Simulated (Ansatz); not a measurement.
Structure types of Pt were relaxed at one common pressure (all-electron LAPW in Ansatz 0.2.0 under PBE, scalar-relativistic, no spin polarisation, zero temperature). They take these volumes:

```csv
type,space group,V (Å³/atom)
fcc,Fm-3m,10.66
bcc,Im-3m,10.70
hcp,P6_3/mmc,10.69
omega,P6/mmm,10.80
sc,Pm-3m,11.61
beta tin,I4_1/amd,11.26
```

At about which pressure, and is the densest type also the lowest in enthalpy?

260 GPa. The densest is fcc, and it is also the lowest in enthalpy among these.
